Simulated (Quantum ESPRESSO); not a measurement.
# HfB2 (P-1) in Quantum ESPRESSO: band structure with PBEsol+D3(BJ)

Aim: the band structure of HfB2 with PBEsol+D3(BJ).

All numbers are computed with Quantum ESPRESSO 7.5; they aren't measurements. Logs are shortened: lines on timing, memory, paths and dates and some standing lists are left out, and cuts for length are marked.

## 1. The cell of the first run

The typed cell holds 3 atoms: a = 3.192 Å, b = 3.128 Å, c = 3.406 Å, α = 89.70°, β = 90.31°, γ = 119.08°.

## 2. Band structure, PBEsol+D3(BJ) (cell strained at random at fixed volume)

Contents of pw.in:

```
&CONTROL
  calculation = 'scf'
  prefix = 'pwscf'
  outdir = './tmp'
  pseudo_dir = './pseudo'
  tprnfor = .true.
  tstress = .true.
  disk_io = 'low'
  verbosity = 'high'
/
&SYSTEM
  ibrav = 0
  A = 3.1919835
  nat = 3
  ntyp = 2
  ecutwfc = 68
  nbnd = 15
  input_dft = 'pbesol'
  occupations = 'smearing'
  smearing = 'mv'
  degauss = 0.00999582
  vdw_corr = 'grimme-d3'
  dftd3_version = 4
/
&ELECTRONS
  conv_thr = 1d-12
  electron_maxstep = 120
  mixing_beta = 0.5
  diagonalization = 'rmm-davidson'
/
ATOMIC_SPECIES
Hf   178.4900 72_Hf_12_2.3_3.0_pbe_n_v1.0.upf
B     10.8100 05_B_3_1.5_1.7_pbe_n_v1.0.upf
CELL_PARAMETERS alat
   0.9999014719    0.0137879785   -0.0026344121
  -0.4880100414    0.8496983145    0.0025416798
  -0.0029195013    0.0015670507    1.0669488110
ATOMIC_POSITIONS alat
Hf     0.0000000000    0.0000000000    0.0000000000
B      0.5024712169    0.2932082825    0.5325653573
B      0.0065007123    0.5718450613    0.5342907213
K_POINTS automatic
10 10 8 0 0 0
```

Contents of bands.in:

```
&CONTROL
  calculation = 'bands'
  prefix = 'pwscf'
  outdir = './tmp'
  pseudo_dir = './pseudo'
  disk_io = 'low'
  verbosity = 'high'
/
&SYSTEM
  ibrav = 0
  A = 3.1919835
  nat = 3
  ntyp = 2
  ecutwfc = 68
  nbnd = 15
  input_dft = 'pbesol'
  occupations = 'smearing'
  smearing = 'mv'
  degauss = 0.00999582
  vdw_corr = 'grimme-d3'
  dftd3_version = 4
/
&ELECTRONS
  conv_thr = 1d-08
  electron_maxstep = 120
  mixing_beta = 0.5
  diagonalization = 'rmm-davidson'
  diago_full_acc = .true.
/
ATOMIC_SPECIES
Hf   178.4900 72_Hf_12_2.3_3.0_pbe_n_v1.0.upf
B     10.8100 05_B_3_1.5_1.7_pbe_n_v1.0.upf
CELL_PARAMETERS alat
   0.9999014719    0.0137879785   -0.0026344121
  -0.4880100414    0.8496983145    0.0025416798
  -0.0029195013    0.0015670507    1.0669488110
ATOMIC_POSITIONS alat
Hf     0.0000000000    0.0000000000    0.0000000000
B      0.5024712169    0.2932082825    0.5325653573
B      0.0065007123    0.5718450613    0.5342907213
K_POINTS crystal
60
 0.0000000000  0.0000000000  0.5000000000 1
 0.0000000000  0.0000000000  0.4000000000 1
 0.0000000000  0.0000000000  0.3000000000 1
 0.0000000000  0.0000000000  0.2000000000 1
 0.0000000000  0.0000000000  0.1000000000 1
 0.0000000000  0.0000000000  0.0000000000 1
 0.0000000000  0.0714285714  0.0000000000 1
 0.0000000000  0.1428571429  0.0000000000 1
 0.0000000000  0.2142857143  0.0000000000 1
 0.0000000000  0.2857142857  0.0000000000 1
 0.0000000000  0.3571428571  0.0000000000 1
 0.0000000000  0.4285714286  0.0000000000 1
 0.0000000000  0.5000000000  0.0000000000 1
 0.0000000000  0.5000000000  0.5000000000 1
 0.0000000000  0.4444444444  0.4444444444 1
 0.0000000000  0.3888888889  0.3888888889 1
 0.0000000000  0.3333333333  0.3333333333 1
 0.0000000000  0.2777777778  0.2777777778 1
 0.0000000000  0.2222222222  0.2222222222 1
 0.0000000000  0.1666666667  0.1666666667 1
 0.0000000000  0.1111111111  0.1111111111 1
 0.0000000000  0.0555555556  0.0555555556 1
 0.0000000000  0.0000000000  0.0000000000 1
-0.0714285714  0.0000000000  0.0000000000 1
-0.1428571429  0.0000000000  0.0000000000 1
-0.2142857143  0.0000000000  0.0000000000 1
-0.2857142857  0.0000000000  0.0000000000 1
-0.3571428571  0.0000000000  0.0000000000 1
-0.4285714286  0.0000000000  0.0000000000 1
-0.5000000000  0.0000000000  0.0000000000 1
-0.5000000000  0.0000000000  0.5000000000 1
-0.4500000000  0.0000000000  0.4500000000 1
-0.4000000000  0.0000000000  0.4000000000 1
-0.3500000000  0.0000000000  0.3500000000 1
-0.3000000000  0.0000000000  0.3000000000 1
-0.2500000000  0.0000000000  0.2500000000 1
-0.2000000000  0.0000000000  0.2000000000 1
-0.1500000000  0.0000000000  0.1500000000 1
-0.1000000000  0.0000000000  0.1000000000 1
-0.0500000000  0.0000000000  0.0500000000 1
 0.0000000000  0.0000000000  0.0000000000 1
-0.0625000000  0.0625000000  0.0000000000 1
-0.1250000000  0.1250000000  0.0000000000 1
-0.1875000000  0.1875000000  0.0000000000 1
-0.2500000000  0.2500000000  0.0000000000 1
-0.3125000000  0.3125000000  0.0000000000 1
-0.3750000000  0.3750000000  0.0000000000 1
-0.4375000000  0.4375000000  0.0000000000 1
-0.5000000000  0.5000000000  0.0000000000 1
-0.5000000000  0.5000000000  0.5000000000 1
-0.4500000000  0.4500000000  0.4500000000 1
-0.4000000000  0.4000000000  0.4000000000 1
-0.3500000000  0.3500000000  0.3500000000 1
-0.3000000000  0.3000000000  0.3000000000 1
-0.2500000000  0.2500000000  0.2500000000 1
-0.2000000000  0.2000000000  0.2000000000 1
-0.1500000000  0.1500000000  0.1500000000 1
-0.1000000000  0.1000000000  0.1000000000 1
-0.0500000000  0.0500000000  0.0500000000 1
 0.0000000000  0.0000000000  0.0000000000 1
```

Potentials or basis: SPMS 1.0 PBE.

Launch:

```
$ OMP_NUM_THREADS=1 pw.x -in pw.in > pw.out
$ OMP_NUM_THREADS=1 pw.x -in bands.in > bands.out
```

pw.out:

```text
This program is part of the open-source Quantum ESPRESSO suite
     for quantum simulation of materials; please cite
         "P. Giannozzi et al., J. Phys.:Condens. Matter 21 395502 (2009);
         "P. Giannozzi et al., J. Phys.:Condens. Matter 29 465901 (2017);
         "P. Giannozzi et al., J. Chem. Phys. 152 154105 (2020);
     in publications or presentations arising from this work. More details at

     IMPORTANT: XC functional enforced from input :
     Exchange-correlation= PBESOL
                           (   1   4  10   8   0   0   0)
     Any further DFT definition will be discarded
     Please, verify this is what you really want

     Message from routine setup:
     using ibrav=0 with symmetry is DISCOURAGED, use correct ibrav instead

     G-vector sticks info
     --------------------
     sticks:   dense  smooth     PW     G-vecs:    dense   smooth      PW
     Sum         671     671    217                15165    15165    2805

     Using Slab Decomposition

     bravais-lattice index     =            0
     lattice parameter (alat)  =       6.0320  a.u.
     unit-cell volume          =     200.5238 (a.u.)^3
     number of atoms/cell      =            3
     number of atomic types    =            2
     number of electrons       =        18.00
     number of Kohn-Sham states=           15
     kinetic-energy cutoff     =      68.0000  Ry
     charge density cutoff     =     272.0000  Ry
     scf convergence threshold =      1.0E-12
     mixing beta               =       0.5000
     number of iterations used =            8  plain     mixing
     Exchange-correlation= PBESOL
                           (   1   4  10   8   0   0   0)

     celldm(1)=   6.031975  celldm(2)=   0.000000  celldm(3)=   0.000000
     celldm(4)=   0.000000  celldm(5)=   0.000000  celldm(6)=   0.000000

     crystal axes: (cart. coord. in units of alat)
               a(1) = (   0.999901   0.013788  -0.002634 )
[... 1048 lines left out ...]
     ethr =  1.00E-13,  avg # of iterations =  3.0

     End of self-consistent calculation

          k = 0.0000 0.0000 0.0000 (  1899 PWs)   bands (ev):

   -45.1658 -14.0763 -13.6766 -13.6252   2.5763  12.9927  13.3223  13.4196
    13.8542  20.1713  20.3413  20.5278  21.0895  21.2012  21.3194
[... 3628 lines left out ...]
     occupation numbers
     1.0000   1.0000   1.0000   1.0000   1.0000   1.0000   1.0000   1.0000
     1.0000   0.0000   0.0000   0.0000   0.0000   0.0000   0.0000

     the Fermi energy is    16.1922 ev

!    total energy              =    -124.76892146 Ry
     estimated scf accuracy    <          4.2E-14 Ry
     smearing contrib. (-TS)   =      -0.00001579 Ry
     internal energy E=F+TS    =    -124.76890567 Ry

     The total energy is F=E-TS. E is the sum of the following terms:
     one-electron contribution =      -8.31629874 Ry
     hartree contribution      =      13.92566402 Ry
     xc contribution           =     -32.60168650 Ry
     ewald contribution        =     -97.70705993 Ry
     DFT-D3 Dispersion         =      -0.06952452 Ry

     convergence has been achieved in  11 iterations

     Forces acting on atoms (cartesian axes, Ry/au):

     atom    1 type  1   force =     0.00000000    0.00000000    0.00000000
     atom    2 type  2   force =    -0.00203448   -0.00107777    0.00001338
     atom    3 type  2   force =     0.00203448    0.00107777   -0.00001338
     The non-local contrib.  to forces
     atom    1 type  1   force =     0.00000000    0.00000000    0.00000000
     atom    2 type  2   force =     0.01437572    0.00534547   -0.00011743
     atom    3 type  2   force =    -0.01437572   -0.00534547    0.00011743
     The ionic contribution  to forces
     atom    1 type  1   force =    -0.00000000    0.00000000   -0.00000000
     atom    2 type  2   force =    -0.02071538   -0.00845278   -0.00121218
     atom    3 type  2   force =     0.02071538    0.00845278    0.00121218
     The local contribution  to forces
     atom    1 type  1   force =    -0.00000000    0.00000000   -0.00000000
     atom    2 type  2   force =     0.00497977    0.00228637    0.00133519
     atom    3 type  2   force =    -0.00497977   -0.00228637   -0.00133519
     The core correction contribution to forces
     atom    1 type  1   force =     0.00000000   -0.00000000    0.00000000
     atom    2 type  2   force =    -0.00066846   -0.00025461    0.00000792
     atom    3 type  2   force =     0.00066846    0.00025461   -0.00000792
     The Hubbard contrib.    to forces
     atom    1 type  1   force =     0.00000000    0.00000000    0.00000000
     atom    2 type  2   force =     0.00000000    0.00000000    0.00000000
     atom    3 type  2   force =     0.00000000    0.00000000    0.00000000
     The SCF correction term to forces
     atom    1 type  1   force =     0.00000000    0.00000000   -0.00000000
     atom    2 type  2   force =    -0.00000001   -0.00000000    0.00000000
     atom    3 type  2   force =     0.00000001    0.00000000   -0.00000000

     DFT-D3 dispersion contribution to forces:
     atom    1 type  1   force =    -0.00000000    0.00000000    0.00000000
     atom    2 type  2   force =    -0.00000612   -0.00000222   -0.00000013
     atom    3 type  2   force =     0.00000612    0.00000222    0.00000013

     Total force =     0.003256     Total SCF correction =     0.000000

     DFT-D3 dispersion Force =     0.000009

     Computing stress (Cartesian axis) and pressure

          total   stress  (Ry/bohr**3)                   (kbar)     P=      -81.97
  -0.00098953  -0.00047607   0.00009983         -145.57      -70.03       14.69
  -0.00047607  -0.00062259  -0.00005799          -70.03      -91.59       -8.53
   0.00009983  -0.00005799  -0.00005961           14.69       -8.53       -8.77

     kinetic stress (kbar)  18258.69    -82.50     19.52
                              -82.50  18321.81    -11.14
                               19.52    -11.14  18368.70

     local   stress (kbar)  10817.76    376.72    -80.16
                              376.72  10509.13     42.49
                              -80.16     42.49  11118.57

     nonloc. stress (kbar)  -3322.44      5.04     -1.37
                                5.04  -3326.40      0.80
                               -1.37      0.80  -3353.56

     hartree stress (kbar)   3426.14   -107.85     18.03
                             -107.85   3515.78     -9.35
                               18.03     -9.35   3274.01

     exc-cor stress (kbar)   5830.63     -0.56      0.18
                               -0.56   5831.07     -0.10
                                0.18     -0.10   5831.82

     corecor stress (kbar) -11176.76      1.11     -0.34
                                1.11 -11177.59      0.19
                               -0.34      0.19 -11173.63

     ewald   stress (kbar) -23933.03   -261.92     58.84
                             -261.92 -23718.90    -31.43
                               58.84    -31.43 -24026.37

     hubbard stress (kbar)      0.00      0.00      0.00
                                0.00      0.00      0.00
                                0.00      0.00      0.00

     DFT-D   stress (kbar)    -46.54     -0.06     -0.00
                               -0.06    -46.48      0.00
                               -0.00      0.00    -48.30

     XDM     stress (kbar)      0.00      0.00      0.00
                                0.00      0.00      0.00
                                0.00      0.00      0.00

     dft-nl  stress (kbar)      0.00      0.00      0.00
                                0.00      0.00      0.00
                                0.00      0.00      0.00

     TS-vdW  stress (kbar)      0.00      0.00      0.00
                                0.00      0.00      0.00
                                0.00      0.00      0.00

     MDB     stress (kbar)      0.00      0.00      0.00
                                0.00      0.00      0.00
                                0.00      0.00      0.00

     3D-RISM stress (kbar)      0.00      0.00      0.00
                                0.00      0.00      0.00
                                0.00      0.00      0.00

=------------------------------------------------------------------------------=
   JOB DONE.
=------------------------------------------------------------------------------=
```

Wall time 2.5 min (1 thread of Arm Neoverse V2, shared host); peak memory 0.23 GiB.

Results:

| Property | Result |
| --- | --- |
| Free energy | -1697.5677 eV |
| Pressure | -8.2 GPa |
| Largest force | 0.059 eV/Å |
| Band gap on the k mesh | none (metal or under the smearing width) |

Forces in eV/Å, atoms in the order of the input:
```
Hf   0.000  0.000  0.000
B   -0.052 -0.028  0.000
B    0.052  0.028  0.000
```

Stress tensor (GPa, compression positive):
```
-14.56  -7.00   1.47
 -7.00  -9.16  -0.85
  1.47  -0.85  -0.88
```

Levels at the corners of the path, in eV from the Fermi level:
| point | band 7 | band 8 | band 9 | band 10 | band 11 | band 12 |
| --- | --- | --- | --- | --- | --- | --- |
| X | -1.25 | -1.08 | -0.06 | 0.18 | 0.78 | 1.31 |
| Γ | -2.87 | -2.77 | -2.34 | 3.98 | 4.15 | 4.34 |
| Y | -3.79 | -3.42 | -2.89 | 2.35 | 2.79 | 5.32 |
| L | -5.10 | -4.65 | -2.52 | 3.85 | 4.74 | 6.13 |
| Γ | -2.87 | -2.77 | -2.34 | 3.98 | 4.15 | 4.34 |
| Z | -3.86 | -3.13 | -2.74 | 2.50 | 3.03 | 5.40 |
| N | -4.77 | -4.60 | -2.76 | 4.38 | 4.60 | 6.08 |
| Γ | -2.87 | -2.77 | -2.34 | 3.98 | 4.15 | 4.34 |
| M | -3.78 | -3.48 | -2.92 | 2.32 | 2.74 | 5.37 |
| R | -5.16 | -4.67 | -2.47 | 3.75 | 4.77 | 6.17 |
| Γ | -2.87 | -2.77 | -2.34 | 3.98 | 4.15 | 4.34 |

Caveat: the potentials were made for another functional, which shifts forces and pressure; spin-orbit coupling is left out, which moves the levels of the heavy elements; pairwise dispersion overbinds metals, which lowers pressure and volume.
